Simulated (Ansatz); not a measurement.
A 3-atom cell of Na2S started from a crystallographic database at its r2SCAN geometry, run in Ansatz at 4 levels of theory. (Simulation; spin polarisation is off.)

The LDA input:
```yaml
crystal:
  lattice:
    - [0.0, 3.2554286216, 3.2554286216]
    - [3.2554286216, 0.0, 3.2554286216]
    - [3.2554286216, 3.2554286216, 0.0]
  atoms:
    - { symbol: Na, position: [0.25, 0.25, 0.25] }
    - { symbol: Na, position: [0.75, 0.75, 0.75] }
    - { symbol: S, position: [0.0, 0.0, 0.0] }
kpoints:
  mp_grid: { grid: [8, 8, 8] }
  band_path:
    path:
      - [0.0, 0.0, 0.0]
      - [0.5, 0.0, 0.5]
      - [0.625, 0.25, 0.625]
      - [0.375, 0.375, 0.75]
      - [0.5, 0.5, 0.5]
      - [0.5, 0.25, 0.75]
    npoints: 1
hamiltonian:
  xc: lda
scf:
  occupations: { method: fixed }
  n_extra_bands: 4
output:
  forces: true
  stress: true
  eigenvalues: true
```

Main results, then, where recorded, the levels near the gap in eV from the Fermi energy (columns number the bands from 0), one row a point of the path (Γ, X, U, K, L, W):
```
Crystal: 3 atoms, lattice volume = 69.001 Å³
Symmetry: 48 space group operations
Space group: Fm-3m (ITA 225)
```
```
Basis set: ecut = 420 eV, 1363 PW (Γ)
k-points: 29 of 512
SCF converged after 7 iterations
Free energy (F): -3806.051640 eV
Fermi energy:    1.862858 eV
--- Stress (GPa, compression-positive) ---
       -1.742285       0.000000       0.000000
        0.000000      -1.742285       0.000000
        0.000000       0.000000      -1.742285
  P = ⅓ Tr σ = -1.7423 GPa (-17.423 kbar)
```
```tsv
band_8	band_9	band_10	band_11	band_12	band_13	band_14
-10.128	0.000	0.000	0.000	2.289	7.561	7.561
-9.786	-1.548	-0.482	-0.482	3.652	5.808	8.338
-9.793	-1.295	-0.982	-0.369	4.369	6.255	7.734
-9.793	-1.295	-0.982	-0.369	4.369	6.255	7.734
-9.868	-1.730	-0.139	-0.139	4.593	6.329	6.978
-9.785	-1.075	-1.075	-0.617	4.654	7.070	7.070
```

The LDA gap is direct at Γ: 2.29 eV.

**Question.** In the first input these blocks are replaced (the band path and keys that only write files left aside):
```yaml
hamiltonian:
  xc: r2scan
```
What comes out?

**Answer.**
```
Basis set: ecut = 500 eV, 1807 PW (Γ)
k-points: 29 of 512
SCF converged after 6 iterations
Free energy (F): -3886.865476 eV
Fermi energy:    1.813732 eV
--- Stress (GPa, compression-positive) ---
        0.006775       0.000000       0.000000
        0.000000       0.006775       0.000000
        0.000000       0.000000       0.006775
  P = ⅓ Tr σ = 0.0068 GPa (0.068 kbar)
```
```tsv
band_8	band_9	band_10	band_11	band_12	band_13	band_14
-10.589	0.000	0.000	0.000	3.088	8.434	8.434
-10.253	-1.455	-0.465	-0.465	4.203	6.759	9.424
-10.259	-1.215	-0.928	-0.354	4.933	7.177	8.742
-10.259	-1.215	-0.928	-0.354	4.933	7.177	8.742
-10.334	-1.646	-0.130	-0.130	5.535	6.987	7.696
-10.252	-1.008	-1.008	-0.586	5.183	7.941	8.035
```
The r2SCAN gap is direct at Γ: 3.09 eV. The mean stress is close to zero (0.01 GPa).

**Question.** In the first input these blocks are replaced (the band path and keys that only write files left aside):
```yaml
kpoints:
  mp_grid: { grid: [6, 6, 6] }
hamiltonian:
  xc: hse06
```
What comes out?

**Answer.**
```
Basis set: ecut = 420 eV, 1363 PW (Γ)
k-points: 16 of 216
Exchange kernel: α = 0.2500, screened, ω = 0.2079 Å⁻¹, Wigner–Seitz truncation, v(0) = 1046.9035 eV·Å³, q-mesh 6×6×6
hybrid outer 1: dexx = +3.444e-3 eV, tail = 1.08e-5 eV
hybrid outer 2: dexx = +1.481e-7 eV, tail = 2.50e-8 eV, Δε = 2.46e-3 eV
hybrid SCF converged: 2 outer / 8 inner (+2 warm-up)
Free energy (F): -3879.136861 eV
Fermi energy:    1.395811 eV
--- Stress (GPa, compression-positive) ---
        0.167578       0.000000       0.000000
        0.000000       0.167578       0.000000
        0.000000       0.000000       0.167578
  P = ⅓ Tr σ = 0.1676 GPa (1.676 kbar)
```
```tsv
band_8	band_9	band_10	band_11	band_12	band_13	band_14
-11.207	0.000	0.000	0.000	3.526	8.960	8.960
-10.841	-1.589	-0.509	-0.509	4.785	7.185	9.931
-10.847	-1.326	-1.003	-0.390	5.527	7.647	9.248
-10.847	-1.326	-1.003	-0.390	5.527	7.647	9.248
-10.928	-1.777	-0.148	-0.148	5.957	7.611	8.288
-10.839	-1.101	-1.101	-0.629	5.797	8.498	8.518
```
With HSE06 the gap is 3.53 eV and direct, at Γ. The mean stress, +0.2 GPa, is small, and the program warns that its thresholds are loose for a hybrid's stress.

**Question.** In the first input these blocks are replaced (the band path and keys that only write files left aside):
```yaml
kpoints:
  mp_grid: { grid: [6, 6, 6] }
hamiltonian:
  xc: pbe0
```
What comes out?

**Answer.**
```
Basis set: ecut = 420 eV, 1363 PW (Γ)
k-points: 16 of 216
hybrid outer 1: dexx = +5.054e-3 eV, tail = 1.45e-5 eV
hybrid outer 2: dexx = +2.420e-7 eV, tail = 6.25e-9 eV, Δε = 3.25e-3 eV
hybrid SCF converged: 2 outer / 10 inner (+2 warm-up)
Free energy (F): -3879.622752 eV
Fermi energy:    1.013749 eV
--- Stress (GPa, compression-positive) ---
        0.143938       0.000000       0.000000
        0.000000       0.143938       0.000000
        0.000000       0.000000       0.143938
  P = ⅓ Tr σ = 0.1439 GPa (1.439 kbar)
```
```tsv
band_8	band_9	band_10	band_11	band_12	band_13	band_14
-11.258	0.000	0.000	0.000	4.196	9.708	9.708
-10.889	-1.625	-0.525	-0.525	5.467	7.926	10.686
-10.896	-1.358	-1.033	-0.403	6.220	8.390	10.003
-10.896	-1.358	-1.033	-0.403	6.220	8.390	10.003
-10.977	-1.824	-0.156	-0.156	6.680	8.319	9.024
-10.888	-1.129	-1.129	-0.652	6.492	9.234	9.270
```
With PBE0 the gap is 4.20 eV and direct, at Γ. The mean stress, +0.1 GPa, is small, and the program warns that its thresholds are loose for a hybrid's stress.

Small level splittings and stresses of the hybrids carry the error of their coarser meshes.

Totals of different functionals can't be compared.
